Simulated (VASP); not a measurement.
**Si: single point with PBEsol**

The system is Si.

```
CELL_PARAMETERS angstrom
-3.41917 3.41917 1.81844
3.41917 -3.41917 1.81844
3.41917 3.41917 -1.81844
ATOMIC_POSITIONS crystal
Si 0.17880 0.17880 0.35760
Si 0.82120 0.82120 0.64240
Si 0.17880 0.82120 0.00000
Si 0.82120 0.17880 0.00000
```

This isn't the form of Si at room conditions, which is diamond.

```json
{
  "Program": "VASP 6.6.1",
  "Task": "single point",
  "Functional": "PBEsol",
  "Potentials or basis": "VASP PAW PBE potentials, release 64 (Si)",
  "Cutoff": "520 eV",
  "k mesh": "12 × 12 × 12",
  "Occupations": "gaussian, width 0.03 eV",
  "Spin": "no spin polarisation",
  "Dipole correction": "no",
  "Further INCAR settings": "ALGO = Normal; EDIFF = 1e-07; NBANDS = 16"
}
```

The pressure is 0.6 GPa and the largest force is 0.913 eV/Å. The band gap on the k mesh is none (metal or under the smearing width).

Forces in eV/Å, atoms in the order of the input:
```
Si  -0.645 -0.645  0.000
Si   0.645  0.645  0.000
Si   0.645 -0.645  0.000
Si  -0.645  0.645  0.000
```

Stress tensor (GPa, compression positive):
```
-4.31  0.00  0.00
 0.00 -4.31  0.00
 0.00  0.00 10.51
```

Levels at points of the mesh, in eV from the Fermi level:
```csv
k point,band 6,band 7,band 8,band 9,band 10,band 11
"(0.00, 0.00, 0.00)",-1.02,-1.02,-0.44,1.08,1.08,2.16
"(0.50, 0.00, 0.00)",-3.50,-2.24,-1.66,0.67,1.96,2.75
"(0.50, 0.50, 0.00)",-2.28,-1.42,-1.11,1.75,2.29,2.51
"(0.50, 0.50, 0.50)",-0.16,-0.16,0.04,1.18,2.63,2.65
```

Run time: 2.6 min on 1 thread of AMD EPYC 9R45 96-Core Processor (Zen 5), with other jobs on the host, peak memory 0.3 GiB.

Caveat: the PAW data sets were made with another functional, which shifts forces and pressure a little.
